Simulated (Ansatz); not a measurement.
**Te: strain and displacement**

```xyz
3
Lattice="4.2341 -2.3712 0.0000 4.2341 2.3712 0.0000 -0.1305 0.0000 3.9573" Properties=species:S:1:pos:R:3 pbc="T T T"
Te    5.6364    0.0000    2.6712
Te    2.7013    0.0000    1.2861
Te    0.0000    0.0000    0.0000
```

Atoms are numbered in the order listed.

The geometry is COD entry 1533530, unchecked; take it as a test cell.

No spin–orbit coupling, which matters for the heavy atoms here.

Computed with Ansatz 0.2.0, DFT, PBE, all-electron PAW with datasets made for the crystal, scalar-relativistic.

Sampling and basis: a Γ-centred 8×8×8 k mesh, Fermi–Dirac smearing of 0.05 eV, cutoff 160 eV (chosen by the program for this cell), no spin polarisation.

The unchanged cell is at 9.41 GPa.

In a metal, stresses and small energies carry noise from the k mesh.

x, y and z are the Cartesian axes of the cell as listed; fractional coordinates follow a strain, and an engineering shear is twice the off-diagonal strain component.

One change gave: energy change +7 meV/atom; stress change (xx, yy, zz, yz, xz, xy) 0.57, -0.64, 0.24, 0.46, 0.92, 0.39 GPa, compression positive; change of the force on Te1 (-0.032, 0.002, -0.023) eV/Å. Which change was it?
A. equal xy, yz and zx engineering shear strains of -3 %
B. equal xy, yz and zx engineering shear strains of +1 %
C. equal xy, yz and zx engineering shear strains of -1 %
D. equal xy, yz and zx engineering shear strains of -2 %
E. equal xy, yz and zx engineering shear strains of +3 %
F. equal xy, yz and zx engineering shear strains of +2 %

D. For equal xy, yz and zx engineering shear strains of +1 %: energy change under 1 meV/atom; stress change (xx, yy, zz, yz, xz, xy) -0.19, 0.27, -0.05, -0.19, -0.46, -0.24 GPa, compression positive; change of the force on Te2 (-0.015, -0.001, -0.013) eV/Å. For equal xy, yz and zx engineering shear strains of +3 %: energy change +2 meV/atom; stress change (xx, yy, zz, yz, xz, xy) -0.53, 0.67, 0.09, -0.64, -1.21, -0.51 GPa, compression positive; change of the force on Te2 (-0.036, -0.003, -0.040) eV/Å. For equal xy, yz and zx engineering shear strains of -3 %: energy change +13 meV/atom; stress change (xx, yy, zz, yz, xz, xy) 0.93, -0.85, 0.36, 0.71, 1.32, 0.50 GPa, compression positive; change of the force on Te1 (-0.038, 0.004, -0.033) eV/Å. For equal xy, yz and zx engineering shear strains of -1 %: energy change +3 meV/atom; stress change (xx, yy, zz, yz, xz, xy) 0.26, -0.33, 0.10, 0.21, 0.48, 0.24 GPa, compression positive; change of the force on Te1 (-0.018, 0.000, -0.012) eV/Å. For equal xy, yz and zx engineering shear strains of +2 %: energy change under 1 meV/atom; stress change (xx, yy, zz, yz, xz, xy) -0.38, 0.51, -0.02, -0.42, -0.88, -0.43 GPa, compression positive; change of the force on Te2 (-0.028, -0.002, -0.027) eV/Å.
